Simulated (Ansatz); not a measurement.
A run of Ansatz 0.2.0 is set up as follows.

input.yaml

```yaml
crystal:
  lattice:
    - [-1.641, 1.641, 1.641]
    - [1.641, -1.641, 1.641]
    - [1.641, 1.641, -1.641]
  atoms:
    - { symbol: Ti, position: [0.0, 0.0, 0.0] }
hamiltonian:
  xc: pbe0
  pseudopotentials: { kind: paw }
kpoints:
  mp_grid: { grid: [6, 6, 6] }
scf:
  occupations: { method: fermi_dirac, width: 0.05 }
output:
  forces: true
  stress: true
  eigenvalues: true
```

Potentials or basis: Ansatz PAW.

Launch:

```console
$ ansatz run input.yaml --threads 2 --pin off --max-ram 5632MiB --backend cpu --events-out ev --progress --plain --runs-dir out
```

**Question.** Estimate the pressure.

**Answer.** -2.5 GPa.

**Question.** Predict the band gap on the k mesh.

**Answer.** None (metal or under the smearing width).

Caveat: the k mesh is coarse (spacing up to 0.45 Å⁻¹), so the values aren't converged, least of all with exact exchange; the PAW data sets come from PBE, with cores solved anew for the run's functional, which leaves a small shift of forces and pressure; the thresholds are loose for stress.
